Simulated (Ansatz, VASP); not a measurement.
# Li2O in VASP and in Ansatz

INCAR

```
SYSTEM = Li2O
ALGO = Normal
EDIFF = 1E-7
EDIFFG = -0.005
ENCUT = 600
GGA = PE
IBRION = 2
ISIF = 3
ISMEAR = 0
LASPH = .True.
LCHARG = .False.
LREAL = .False.
LWAVE = .False.
NELM = 100
NSW = 100
PREC = Accurate
SIGMA = 0.02
```

The input KPOINTS:

```
k-points
0
Gamma
  8 8 8
  0 0 0
```

Contents of POSCAR:

```
Li2O
1.0
    0.0000000000      2.3095000000      2.3095000000
    2.3095000000      0.0000000000      2.3095000000
    2.3095000000      2.3095000000      0.0000000000
Li O
2 1
Direct
    0.2500000000      0.2500000000      0.2500000000
    0.7500000000      0.7500000000      0.7500000000
    0.0000000000      0.0000000000      0.0000000000
```

Input for Ansatz:

```yaml
crystal:
  lattice:
    - [0.0, 2.3095, 2.3095]
    - [2.3095, 0.0, 2.3095]
    - [2.3095, 2.3095, 0.0]
  atoms:
    - { symbol: Li, position: [0.25, 0.25, 0.25] }
    - { symbol: Li, position: [0.75, 0.75, 0.75] }
    - { symbol: O, position: [0.0, 0.0, 0.0] }
basis:
  ecutwfc: 520.0
kpoints:
  mp_grid: { grid: [8, 8, 8] }
hamiltonian:
  xc: pbe
scf:
  occupations: { method: gaussian, width: 0.02 }
output:
  forces: true
  stress: true
  eigenvalues: true
relax:
  adjacent_minimum: "off"
  f_tol: 0.005
  max_steps: 80
  cell: { stress_tol: 0.05 }
```

Alike in both runs: task relaxation of cell and atoms; functional PBE; k mesh 8 × 8 × 8; occupations gaussian, width 0.02 eV; no spin polarisation.

```csv
,VASP,Ansatz
version,VASP 6.6.1,Ansatz 0.2.0
potentials or method,"VASP PAW PBE potentials, release 64 (Li_sv, O)","scalar-relativistic, plane waves, PAW"
plane-wave cutoff (eV),600,520
valence electrons in the cell,12,12
```

Ansatz gave:

| Quantity | Value |
| --- | --- |
| gap on the k mesh at the Fermi level, each at its own relaxed structure (eV) | 4.98 |
| relaxed volume (Å³/atom) | 8.25 |
| relaxed cell length with the largest relative difference (Å) | 3.271 |

Problem. Estimate VASP's values.

Solution. gap on the k mesh at the Fermi level, each at its own relaxed structure (eV): 4.97; relaxed volume (Å³/atom): 8.21; relaxed cell length with the largest relative difference (Å): 3.266.

Caveats: the cutoff is under 1.25 times the usual one of these potentials, so pressure, stress and relaxed cells hold a basis-set (Pulay) error (VASP); the relaxation stopped at its first step, so nothing moved. A k mesh can miss the band edges. Expect the measured gap to be larger: semilocal functionals such as PBE lack the derivative discontinuity.
